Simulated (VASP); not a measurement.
# AlCo (Pm-3m) in VASP: a series of runs

Aim: see how the results for AlCo move with the level of theory and the settings. Levels: PBE, PBE+D3(BJ). Tasks: relaxation of the atoms, relaxation of cell and atoms.

Program: VASP 6.6.1. These are calculated values, not measurements. Logs are shortened: lines on timing, memory, paths and dates and some standing lists are left out, and cuts for length are marked.

**1. The crystal as given**

The structure is cubic, space group Pm-3m (No. 221). Conventional cell: a = 2.819 Å, b = 2.819 Å, c = 2.819 Å, α = 90.00°, β = 90.00°, γ = 90.00°. Al (site symmetry m-3m) has 8 Co at 2.44 Å as nearest neighbours. Co (site symmetry m-3m) is surrounded by 8 Al at 2.44 Å.

The cell is a database's computed one.

**2. Relaxation of the atoms, PBE (a relaxed cell with its volume scaled by 1.06)**

The input, INCAR:

```
SYSTEM = AlCo
  ALGO = Normal
  EDIFF = 1E-7
  EDIFFG = -0.01
  ENCUT = 300
  GGA = PE
  IBRION = 2
  ISIF = 2
  ISMEAR = 1
  LASPH = .True.
  LCHARG = .False.
  LREAL = .False.
  LWAVE = .False.
  NELM = 80
  NSW = 40
  PREC = Accurate
  SIGMA = 0.1
```

The input, KPOINTS:

```
k-points
0
Gamma
  7 7 7
  0 0 0
```

The input, POSCAR:

```
AlCo                                    
1.0
    2.9063593650      0.0000000000     -0.0000000000
    0.0000000000      2.9063593650     -0.0000000000
    0.0000000000      0.0000000000      2.9063593650
  Al              Co            
     1     1
Direct
     0.0000000000000000    0.0000000000000000    0.0000000000000000
     0.5000000000000000    0.5000000000000000    0.5000000000000000
```

Potentials or basis: VASP PAW PBE potentials, release 64 (Al, Co).

The run is started by

```
$ cat potpaw_PBE.64/Al/POTCAR potpaw_PBE.64/Co/POTCAR > POTCAR
$ mpirun -np 1 vasp_std > vasp.out
```

OUTCAR:

```text
SYSTEM = AlCo
   EDIFF = 1E-7
   EDIFFG = -0.01
   ENCUT = 300
   GGA = PE
   IBRION = 2
   ISIF = 2
   ISMEAR = 1
   LASPH = .True.
   LREAL = .False.
   NELM = 80
   NSW = 40
   PREC = Accurate

 ion  position               nearest neighbor table
   1  0.000  0.000  0.000-   2 2.52   2 2.52   2 2.52   2 2.52   2 2.52   2 2.52   2 2.52   2 2.52

   2  0.500  0.500  0.500-   1 2.52   1 2.52   1 2.52   1 2.52   1 2.52   1 2.52   1 2.52   1 2.52

  LATTYP: Found a simple cubic cell.
 ALAT       =     2.9063593650

  Lattice vectors:

 A1 = (   2.9063593650,   0.0000000000,   0.0000000000)
 A2 = (   0.0000000000,   2.9063593650,   0.0000000000)
 A3 = (   0.0000000000,   0.0000000000,   2.9063593650)

Analysis of symmetry for initial positions (statically):
=====================================================================
 Subroutine PRICEL returns:
 Original cell was already a primitive cell.

 Routine SETGRP: Setting up the symmetry group for a
 simple cubic supercell.

 Subroutine GETGRP returns: Found 48 space group operations
 (whereof 48 operations were pure point group operations)
 out of a pool of 48 trial point group operations.

The static configuration has the point symmetry O_h .

Analysis of symmetry for dynamics (positions and initial velocities):
=====================================================================
 Subroutine PRICEL returns:
 Original cell was already a primitive cell.

 Routine SETGRP: Setting up the symmetry group for a
 simple cubic supercell.

 Subroutine GETGRP returns: Found 48 space group operations
 (whereof 48 operations were pure point group operations)
 out of a pool of 48 trial point group operations.

The dynamic configuration has the point symmetry O_h .

 Subroutine INISYM returns: Found 48 space group operations
 (whereof 48 operations are pure point group operations),
 and found     1 'primitive' translations

----------------------------------------------------------------------------------------

                                     Primitive cell

  volume of cell :      24.5498

  direct lattice vectors                    reciprocal lattice vectors
     2.906359365  0.000000000  0.000000000     0.344073074  0.000000000  0.000000000
     0.000000000  2.906359365  0.000000000     0.000000000  0.344073074  0.000000000
     0.000000000  0.000000000  2.906359365     0.000000000  0.000000000  0.344073074

  length of vectors
     2.906359365  2.906359365  2.906359365     0.344073074  0.344073074  0.344073074

  position of ions in fractional coordinates (direct lattice)
     0.000000000  0.000000000  0.000000000
     0.500000000  0.500000000  0.500000000

  ion indices of the primitive-cell ions
   primitive index   ion index
                 1           1
                 2           2

----------------------------------------------------------------------------------------

 KPOINTS: k-points

Automatic generation of k-mesh.
 Grid dimensions read from file:
 generate k-points for:    7    7    7

 Generating k-lattice:

  Cartesian coordinates                     Fractional coordinates (reciprocal lattice)
     0.049153296  0.000000000  0.000000000     0.142857143  0.000000000  0.000000000
     0.000000000  0.049153296  0.000000000     0.000000000  0.142857143  0.000000000
     0.000000000  0.000000000  0.049153296     0.000000000  0.000000000  0.142857143

  Length of vectors
     0.049153296  0.049153296  0.049153296

  Shift w.r.t. Gamma in fractional coordinates (k-lattice)
     0.000000000  0.000000000  0.000000000

 Subroutine IBZKPT returns following result:
 ===========================================

 Found     20 irreducible k-points:

 Following reciprocal coordinates:
            Coordinates               Weight
  0.000000  0.000000  0.000000      1.000000
  0.142857  0.000000  0.000000      6.000000
  0.285714  0.000000  0.000000      6.000000
  0.428571  0.000000  0.000000      6.000000
  0.142857  0.142857  0.000000     12.000000
  0.285714  0.142857  0.000000     24.000000
[... 12 lines left out ...]
[... 50 lines left out ...]
      2       4.4528      2.00000
      3       7.5979      2.00000
      4       8.2454      2.00000
      5       8.2454      2.00000
      6       9.1155      2.00000
      7       9.9930     -0.00267
      8      18.1656      0.00000
      9      19.2466      0.00000
     10      19.2466      0.00000

 k-point     5 :       0.1429    0.1429    0.0000
  band No.  band energies     occupation
      1      -0.1394      2.00000
      2       7.0956      2.00000
      3       7.1752      2.00000
      4       8.6281      2.00000
      5       8.8278      2.00000
      6       8.9070      2.00000
      7      13.1507      0.00000
      8      13.9217      0.00000
      9      16.4770      0.00000
     10      19.2695      0.00000

 k-point     6 :       0.2857    0.1429    0.0000
  band No.  band energies     occupation
      1       0.9286      2.00000
      2       6.5054      2.00000
      3       7.3959      2.00000
      4       8.2995      2.00000
      5       8.5204      2.00000
      6       8.9284      2.00000
      7      10.9596     -0.00000
      8      14.6866      0.00000
      9      17.7850      0.00000
     10      19.3222      0.00000
[... 131 lines left out ...]
 k-point    17 :       0.2857    0.2857    0.2857
  band No.  band energies     occupation
      1       3.1642      2.00000
      2       7.0011      2.00000
      3       7.0011      2.00000
      4       8.2007      2.00000
      5       8.4140      2.00000
      6       8.4140      2.00000
      7      12.4654      0.00000
      8      12.4654      0.00000
      9      14.2500      0.00000
     10      19.0626      0.00000

 k-point    18 :       0.4286    0.2857    0.2857
  band No.  band energies     occupation
      1       4.4212      2.00000
      2       6.1996      2.00000
      3       6.8916      2.00000
      4       8.3549      2.00000
      5       8.3976      2.00000
      6       9.1438      2.00000
      7      10.6062     -0.00000
      8      14.0923      0.00000
      9      14.9592      0.00000
     10      16.3003      0.00000

 k-point    19 :       0.4286    0.4286    0.2857
  band No.  band energies     occupation
      1       5.2364      2.00000
      2       6.4464      2.00000
      3       6.4876      2.00000
      4       8.3387      2.00000
      5       9.2348      2.00000
      6       9.5682      2.03039
      7      10.8107     -0.00000
      8      12.6390      0.00000
      9      13.9333      0.00000
     10      16.0244      0.00000

 k-point    20 :       0.4286    0.4286    0.4286
  band No.  band energies     occupation
      1       5.8126      2.00000
      2       6.2510      2.00000
      3       6.2510      2.00000
      4       9.3351      2.00000
      5       9.3351      2.00000
      6      10.5625     -0.00000
      7      12.2291      0.00000
      8      12.2291      0.00000
      9      13.5461      0.00000
     10      15.4011      0.00000

------------------------ aborting loop because EDIFF is reached ----------------------------------------

  FORCE on cell =-STRESS in cart. coord.  units (eV):
  Direction    XX          YY          ZZ          XY          YZ          ZX
  --------------------------------------------------------------------------------------
  -------------------------------------------------------------------------------------
  Total       -1.4114599     -1.4114599     -1.4114599     -0.0000000      0.0000000      0.0000000
  in kB      -92.1151741    -92.1151741    -92.1151741     -0.0000000      0.0000000      0.0000000
  external PRESSURE =     -92.1151741 kB  Pullay stress =       0.0000000 kB

 VOLUME and BASIS-vectors are now :
 -----------------------------------------------------------------------------
  energy-cutoff  :      300.00
  volume of cell :       24.55
      direct lattice vectors                 reciprocal lattice vectors
     2.906359365  0.000000000  0.000000000     0.344073074  0.000000000  0.000000000
     0.000000000  2.906359365  0.000000000     0.000000000  0.344073074  0.000000000
     0.000000000  0.000000000  2.906359365     0.000000000  0.000000000  0.344073074

 POSITION                                       TOTAL-FORCE (eV/Angst)
 -----------------------------------------------------------------------------------
      0.00000      0.00000      0.00000         0.000000      0.000000      0.000000
      1.45318      1.45318      1.45318         0.000000      0.000000      0.000000
 -----------------------------------------------------------------------------------
    total drift:                                0.000000      0.000000      0.000000

  FREE ENERGIE OF THE ION-ELECTRON SYSTEM (eV)
  ---------------------------------------------------
  free  energy   TOTEN  =       -11.9540491113 eV

  energy  without entropy=      -11.9542392411  energy(sigma->0) =      -11.95411249

 reached required accuracy - stopping structural energy minimisation
```

Run time: 1.5 s. Hardware: 1 thread of Intel Xeon 6975P-C (Granite Rapids), shared host; peak memory 0.11 GiB.

What came out:

* Free energy: -11.9540 eV
* Band gap on the k mesh: none (metal or under the smearing width)

Final structure:
```
Al Co
1.0
     2.90636    0.00000    0.00000
     0.00000    2.90636    0.00000
     0.00000    0.00000    2.90636
Al Co
1 1
Direct
  0.00000 0.00000 0.00000
  0.50000 0.50000 0.50000
```

Levels at points of the mesh, in eV from the Fermi level:
```
           k point  band 3  band 4  band 5  band 6  band 7  band 8  band 9  band 10
(0.00, 0.00, 0.00)   -2.65   -0.73   -0.73   -0.73    5.74    5.74    5.74     8.58
```

Caveat: the cutoff is under 1.25 times the usual one of these potentials, so pressure, stress and relaxed cells hold a basis-set (Pulay) error; the relaxation stopped at its first step, so nothing moved.

**3. Relaxation of cell and atoms, PBE+D3(BJ)**

The input, INCAR:

```
SYSTEM = AlCo
PREC = Accurate
ENCUT = 600
EDIFF = 1E-6
ISMEAR = 1
SIGMA = 0.1
LREAL = .False.
LASPH = .True.
NELM = 80
ALGO = Normal
ISIF = 3
LWAVE = .False.
LCHARG = .False.
GGA = PE
IVDW = 12
IBRION = 2
NSW = 90
EDIFFG = -0.01
```

The input, KPOINTS:

```
regular mesh
0
Gamma
  14 14 14
  0 0 0
```

The input, POSCAR:

```
AlCo
1.0
    2.8194032100      0.0000000000      0.0000000000
    0.0000000000      2.8194032100      0.0000000000
    0.0000000000      0.0000000000      2.8194032100
Al Co
1 1
Direct
    0.0000000000      0.0000000000      0.0000000000
    0.5000000000      0.5000000000      0.5000000000
```

Potentials or basis: VASP PAW PBE potentials, release 64 (Al, Co).

The run is started by

```
$ cat potpaw_PBE.64/Al/POTCAR potpaw_PBE.64/Co/POTCAR > POTCAR
$ mpirun -np 1 vasp_std > vasp.out
```

Run time: 14 s. Hardware: 1 thread of Intel Xeon Platinum 8375C at 2.90GHz (Ice Lake), shared host; peak memory 0.18 GiB.

It converged, with:

```
Free energy                : -12.8722 eV
Pressure after relaxing    : -0.1 GPa
Band gap on the k mesh     : none (metal or under the smearing width)
Dispersion energy per atom : -0.449 eV
```

Final structure:
```xyz
2
Lattice="2.8194 0.0000 0.0000 0.0000 2.8194 0.0000 0.0000 0.0000 2.8194" Properties=species:S:1:pos:R:3 pbc="T T T"
Al    0.0000    0.0000    0.0000
Co    1.4097    1.4097    1.4097
```

Levels at points of the mesh, in eV from the Fermi level:
| k point | band 4 | band 5 | band 6 | band 7 | band 8 | band 9 |
| --- | --- | --- | --- | --- | --- | --- |
| (0.00, 0.00, 0.00) | -0.92 | -0.92 | -0.92 | 6.09 | 6.09 | 6.09 |
| (0.50, 0.00, 0.00) | -1.83 | -1.83 | -0.80 | 0.15 | 8.40 | 10.75 |
| (0.50, 0.50, 0.00) | -2.79 | -1.62 | -1.62 | -0.29 | 2.48 | 3.60 |
| (0.50, 0.50, 0.50) | -0.25 | -0.25 | 2.35 | 2.35 | 2.35 | 4.37 |

Caveat: the relaxation stopped at its first step, so nothing moved; pairwise dispersion overbinds metals, which lowers pressure and volume.

**4. Relaxation of cell and atoms, PBE+D3(BJ)**

INCAR, as its differences from that of step 3:

```diff
@@ -3,3 +3,3 @@
 ENCUT = 600
-EDIFF = 1E-6
+EDIFF = 1E-7
 ISMEAR = 1
@@ -17,2 +17,2 @@
 NSW = 90
-EDIFFG = -0.01
+EDIFFG = -0.005
```

KPOINTS is that of step 3.

The input, POSCAR:

```
AlCo                                    
1.0
    2.8194032100      0.0000000000      0.0000000000
    0.0000000000      2.8194032100      0.0000000000
    0.0000000000      0.0000000000      2.8194032100
  Al              Co            
     1     1
Direct
     0.0000000000000000    0.0000000000000000    0.0000000000000000
     0.5000000000000000    0.5000000000000000    0.5000000000000000
```

The run is started by

```
$ cat potpaw_PBE.64/Al/POTCAR potpaw_PBE.64/Co/POTCAR > POTCAR
$ mpirun -np 1 vasp_std > vasp.out
```

Wall time 26 s (1 thread of Intel Xeon Platinum 8375C at 2.90GHz (Ice Lake), shared host); peak memory 0.18 GiB.

The run converged. Its results:

| Item | Value |
| --- | --- |
| Free energy | -12.8723 eV |
| Relaxed volume | 11.19 Å³/atom |
| Relaxed cell | a = 2.818 Å, b = 2.818 Å, c = 2.818 Å, α = 90.00°, β = 90.00°, γ = 90.00° |
| Space group after relaxing (to 0.05 Å) | Pm-3m (No. 221) |
| Energy gained by relaxing | 0.0 meV/atom |
| Ionic steps | 3 |
| Pressure after relaxing | 0.0 GPa |
| Band gap on the k mesh | none (metal or under the smearing width) |
| Dispersion energy per atom | -0.450 eV |

Final structure:
```
Al Co
1.0
     2.81836    0.00000    0.00000
     0.00000    2.81836    0.00000
     0.00000    0.00000    2.81836
Al Co
1 1
Direct
  0.00000 0.00000 0.00000
  0.50000 0.50000 0.50000
```

Levels at points of the mesh, in eV from the Fermi level:
```csv
k point,band 3,band 4,band 5,band 6,band 7,band 8,band 9,band 10
"(0.00, 0.00, 0.00)",-3.15,-0.92,-0.92,-0.92,6.10,6.10,6.10,8.83
"(0.50, 0.00, 0.00)",-2.53,-1.84,-1.84,-0.81,0.16,8.40,10.76,10.76
"(0.50, 0.50, 0.00)",-2.79,-2.79,-1.62,-1.62,-0.29,2.49,3.61,13.10
"(0.50, 0.50, 0.50)",-4.14,-0.25,-0.25,2.35,2.35,2.35,4.38,5.46
```

Caveat: pairwise dispersion overbinds metals, which lowers pressure and volume.

**5. Relaxation of the atoms, PBE+D3(BJ) (a relaxed cell with its volume scaled by 0.94)**

INCAR, as its differences from that of step 4:

```diff
@@ -10,3 +10,3 @@
 ALGO = Normal
-ISIF = 3
+ISIF = 2
 LWAVE = .False.
@@ -16,3 +16,3 @@
 IBRION = 2
-NSW = 90
-EDIFFG = -0.005
+NSW = 40
+EDIFFG = -0.01
```

KPOINTS is that of step 4.

The input, POSCAR:

```
AlCo                                    
1.0
    2.7608259821     -0.0000000000      0.0000000000
   -0.0000000000      2.7608259821      0.0000000000
   -0.0000000000     -0.0000000000      2.7608259821
  Al              Co            
     1     1
Direct
     0.0000000000000000    0.0000000000000000    0.0000000000000000
     0.5000000000000000    0.5000000000000000    0.5000000000000000
```

The run is started by

```
$ cat potpaw_PBE.64/Al/POTCAR potpaw_PBE.64/Co/POTCAR > POTCAR
$ mpirun -np 1 vasp_std > vasp.out
```

Wall time 13 s (1 thread of Intel Xeon Platinum 8375C at 2.90GHz (Ice Lake), shared host); peak memory 0.17 GiB.

It converged, with:

| Quantity | Value |
| --- | --- |
| Free energy | -12.8172 eV |
| Pressure after relaxing | 13.8 GPa |
| Band gap on the k mesh | none (metal or under the smearing width) |
| Dispersion energy per atom | -0.479 eV |

Final structure:
```cif
data_structure
_symmetry_space_group_name_H-M 'P 1'
_symmetry_Int_Tables_number 1
_cell_length_a 2.7608
_cell_length_b 2.7608
_cell_length_c 2.7608
_cell_angle_alpha 90.000
_cell_angle_beta 90.000
_cell_angle_gamma 90.000
_cell_volume 21.04
loop_
_atom_site_label
_atom_site_type_symbol
_atom_site_fract_x
_atom_site_fract_y
_atom_site_fract_z
_atom_site_occupancy
Al1 Al 0.00000 0.00000 0.00000 1
Co1 Co 0.50000 0.50000 0.50000 1
```

Levels at points of the mesh, in eV from the Fermi level:
| k point | band 4 | band 5 | band 6 | band 7 | band 8 | band 9 |
| --- | --- | --- | --- | --- | --- | --- |
| (0.00, 0.00, 0.00) | -1.01 | -1.01 | -1.01 | 6.42 | 6.42 | 6.42 |
| (0.50, 0.00, 0.00) | -1.99 | -1.99 | -0.88 | 0.19 | 8.47 | 11.12 |
| (0.50, 0.50, 0.00) | -2.92 | -1.78 | -1.78 | -0.31 | 2.69 | 3.99 |
| (0.50, 0.50, 0.50) | -0.26 | -0.26 | 2.35 | 2.35 | 2.35 | 4.99 |

Caveat: the relaxation stopped at its first step, so nothing moved; pairwise dispersion overbinds metals, which lowers pressure and volume. Spin polarisation is off, so any magnetic state and its effect on volume and gap are missing.

**6. Relaxation of the atoms, PBE+D3(BJ) (a relaxed cell with its volume scaled by 0.96)**

INCAR is that of step 5.

KPOINTS is that of step 5.

The input, POSCAR:

```
AlCo                                    
1.0
    2.7802690592     -0.0000000000      0.0000000000
   -0.0000000000      2.7802690592      0.0000000000
   -0.0000000000     -0.0000000000      2.7802690592
  Al              Co            
     1     1
Direct
     0.0000000000000000    0.0000000000000000    0.0000000000000000
     0.5000000000000000    0.5000000000000000    0.5000000000000000
```

Potentials or basis: VASP PAW PBE potentials, release 64 (Al, Co).

The run is started by

```
$ cat potpaw_PBE.64/Al/POTCAR potpaw_PBE.64/Co/POTCAR > POTCAR
$ mpirun -np 1 vasp_std > vasp.out
```

Run time: 13 s. Hardware: 1 thread of Intel Xeon Platinum 8375C at 2.90GHz (Ice Lake), shared host; peak memory 0.17 GiB.

Results (log left out):

| Item | Value |
| --- | --- |
| Free energy | -12.8486 eV |
| Pressure after relaxing | 8.7 GPa |
| Band gap on the k mesh | none (metal or under the smearing width) |
| Dispersion energy per atom | -0.469 eV |

Final structure:
```xyz
2
Lattice="2.7803 0.0000 0.0000 0.0000 2.7803 0.0000 0.0000 0.0000 2.7803" Properties=species:S:1:pos:R:3 pbc="T T T"
Al    0.0000    0.0000    0.0000
Co    1.3901    1.3901    1.3901
```

Levels at points of the mesh, in eV from the Fermi level:
| k point | band 2 | band 3 | band 4 | band 5 | band 6 | band 7 | band 8 | band 9 | band 10 |
| --- | --- | --- | --- | --- | --- | --- | --- | --- | --- |
| (0.00, 0.00, 0.00) | -3.35 | -3.35 | -0.98 | -0.98 | -0.98 | 6.31 | 6.31 | 6.31 | 9.00 |
| (0.50, 0.00, 0.00) | -7.06 | -2.69 | -1.94 | -1.94 | -0.85 | 0.18 | 8.44 | 10.99 | 10.99 |
| (0.50, 0.50, 0.00) | -3.41 | -2.88 | -2.88 | -1.72 | -1.72 | -0.30 | 2.62 | 3.86 | 13.59 |
| (0.50, 0.50, 0.50) | -4.34 | -4.34 | -0.26 | -0.26 | 2.35 | 2.35 | 2.35 | 4.78 | 5.69 |

Caveat: the relaxation stopped at its first step, so nothing moved; pairwise dispersion overbinds metals, which lowers pressure and volume. Spin polarisation is off, so any magnetic state and its effect on volume and gap are missing.

**7. Overview**

```tsv
task	level	cell	k mesh	cutoff (eV)	gap on the mesh (eV)	pressure (GPa)
relaxation of the atoms	PBE	atoms relaxed from: a relaxed cell with its volume scaled by 1.06	7 × 7 × 7	300	none	-
relaxation of cell and atoms	PBE+D3(BJ)	relaxed	14 × 14 × 14	600	none	0.0
relaxation of the atoms	PBE+D3(BJ)	atoms relaxed from: a relaxed cell with its volume scaled by 0.94	14 × 14 × 14	600	none	13.8
relaxation of the atoms	PBE+D3(BJ)	atoms relaxed from: a relaxed cell with its volume scaled by 0.96	14 × 14 × 14	600	none	8.7
```

Alike in all rows: potentials or basis VASP PAW PBE potentials, release 64 (Al, Co); no spin polarisation; smearing methfessel-paxton 0.1 eV.

Caveats: the relaxation stopped at its first step, so nothing moved (some runs); pairwise dispersion overbinds metals, which lowers pressure and volume (some runs); the cutoff is under 1.25 times the usual one of these potentials, so pressure, stress and relaxed cells hold a basis-set (Pulay) error (some runs).

Total energies depend on the potentials used, so only differences within one code and one set of settings carry meaning.
